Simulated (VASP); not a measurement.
**SnS: single point with RPBE+D3(BJ)**

Crystal: SnS.

```
Sn S
1.0
    11.41966    0.00000    0.00000
     0.00000    4.06520    0.00000
     0.00000    0.00000    4.41900
Sn S
4 4
Direct
  0.88060 0.75000 0.88020
  0.61940 0.25000 0.38020
  0.38060 0.75000 0.61980
  0.11940 0.25000 0.11980
  0.14920 0.75000 0.52070
  0.35080 0.25000 0.02070
  0.64920 0.75000 0.97930
  0.85080 0.25000 0.47930
```

```json
{
  "Program": "VASP 6.6.1",
  "Task": "single point",
  "Functional": "RPBE",
  "Dispersion": "D3(BJ)",
  "Potentials or basis": "VASP PAW PBE potentials, release 64 (Sn_d, S)",
  "Cutoff": "520 eV",
  "k mesh": "3 × 7 × 6",
  "Occupations": "fermi-dirac, width 0.05 eV",
  "Spin": "no spin polarisation"
}
```

| Property | Result |
| --- | --- |
| Pressure | -10.9 GPa |
| Largest force | 0.210 eV/Å |
| Band gap on the k mesh | 1.13 eV, indirect (least direct gap 1.20 eV) |
| Dispersion energy per atom | -1.290 eV |

Forces in eV/Å, atoms in the order of the input:
```
Sn  -0.205  0.000 -0.049
Sn   0.205  0.000 -0.049
Sn  -0.205  0.000  0.049
Sn   0.205  0.000  0.049
S    0.109  0.000 -0.041
S   -0.109  0.000 -0.041
S    0.109  0.000  0.041
S   -0.109  0.000  0.041
```

Stress tensor (GPa, compression positive):
```
-10.66   0.00   0.00
  0.00 -11.17   0.00
  0.00   0.00 -10.74
```

Levels at points of the mesh, in eV from the valence-band top:
| k point | band 37 | band 38 | band 39 | band 40 | band 41 | band 42 | band 43 | band 44 |
| --- | --- | --- | --- | --- | --- | --- | --- | --- |
| (0.00, 0.00, 0.00) | -1.61 | -1.00 | -0.59 | -0.38 | 1.21 | 3.14 | 3.25 | 3.26 |
| (0.00, 0.00, 0.50) | -0.74 | -0.74 | -0.01 | -0.01 | 1.69 | 1.69 | 2.05 | 2.05 |

It took 8.8 min on 1 thread of Intel(R) Xeon(R) Platinum 8488C (Sapphire Rapids), with other jobs on the host, peak memory 0.45 GiB.

The gap isn't set beside the measured one, since this odd mesh misses points on the zone boundary.

Caveat: the PAW data sets were made with another functional, which shifts forces and pressure a little; spin-orbit coupling is left out, which moves the levels of the heavy elements; an odd mesh through Γ misses points on the zone boundary, where band edges often lie.
